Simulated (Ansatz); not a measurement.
# Zn2HS2 (buck sheet): the cost of one run

Method: DFT PBE, scalar-relativistic, plane waves, PAW, in Ansatz 0.2.0.

## 1. The structure to begin with

The structure is hexagonal, space group P-6m2 (No. 187). The conventional cell has a = 3.886 Å, b = 3.886 Å, c = 24.739 Å, α = 90.00°, β = 90.00°, γ = 120.00°. Zn (site symmetry -6m2) is surrounded by 3 S at 2.24 Å. S (site symmetry -6m2) has 3 Zn at 2.24 Å in its first shell of neighbours.

As a file:

```cif
data_structure
_symmetry_space_group_name_H-M 'P 1'
_symmetry_Int_Tables_number 1
_cell_length_a 3.8861
_cell_length_b 3.8861
_cell_length_c 24.7389
_cell_angle_alpha 90.000
_cell_angle_beta 90.000
_cell_angle_gamma 120.000
_cell_volume 323.55
loop_
_atom_site_label
_atom_site_type_symbol
_atom_site_fract_x
_atom_site_fract_y
_atom_site_fract_z
_atom_site_occupancy
Zn1 Zn 0.33333 0.66667 0.37329 1
S1 S 0.66667 0.33333 0.37329 1
```

This sheet was relaxed beforehand with the same method; its gap on the mesh is 2.55 eV.

## 2. Next: the zigzag ribbon, N = 4 with H caps

The ribbon is cut from the relaxed sheet, periodic along c; N counts formula units a period. The edge energy is the mean of both edges over the sheet, -2111.1392 eV an atom. Each H cap counts from half an H2 molecule (-15.872 eV in a separate run).

The cell holds 4 Zn, 4 S, 2 H: a = 23.100 Å, b = 9.300 Å, c = 3.886 Å, α = 90.00°, β = 90.00°, γ = 90.00°.

## 3. Relaxing it

Pressure and volume refer to the whole cell with its vacuum; only the period along c may change.

input.yaml reads:

```yaml
crystal:
  lattice:
    - [23.1, 0.0, 0.0]
    - [0.0, 9.3, 0.0]
    - [0.0, 0.0, 3.886087216]
  atoms:
    - { symbol: Zn, position: [0.301417013, 0.5, 0.0] }
    - { symbol: Zn, position: [0.4471075, 0.5, 0.5] }
    - { symbol: Zn, position: [0.592797987, 0.5, 1.0] }
    - { symbol: Zn, position: [0.7384884741, 0.5, 0.5] }
    - { symbol: S, position: [0.2528535173, 0.5, 0.5] }
    - { symbol: S, position: [0.3985440043, 0.5, 1.0] }
    - { symbol: S, position: [0.5442344913, 0.5, 0.5] }
    - { symbol: S, position: [0.6899249784, 0.5, 1.0] }
    - { symbol: H, position: [0.8055880412, 0.5, 0.5] }
    - { symbol: H, position: [0.1944119588, 0.5, 0.5] }
basis:
  ecutwfc: 420
kpoints:
  mp_grid: { grid: [1, 1, 14] }
hamiltonian:
  xc: pbe
scf:
  occupations: { method: gaussian, width: 0.05 }
output:
  forces: true
  stress: true
  eigenvalues: true
  populations: true
  write_density: true
  write_potential: true
  elf: true
  volumetric_format: npy
relax:
  adjacent_minimum: "off"
  f_tol: 0.02
  max_steps: 45
  cell: { fix: [a, b, alpha, beta, gamma], stress_tol: 0.03 }
```

Started as:

```bash
$ ansatz run input.yaml --threads 4 --pin off --max-ram 11264MiB --backend cpu --events-out ev --progress --plain --runs-dir out
```

What time and memory should one allow on 4 threads of Arm Neoverse V1, shared host?

About 77 s, with a peak of 1.3 GiB.
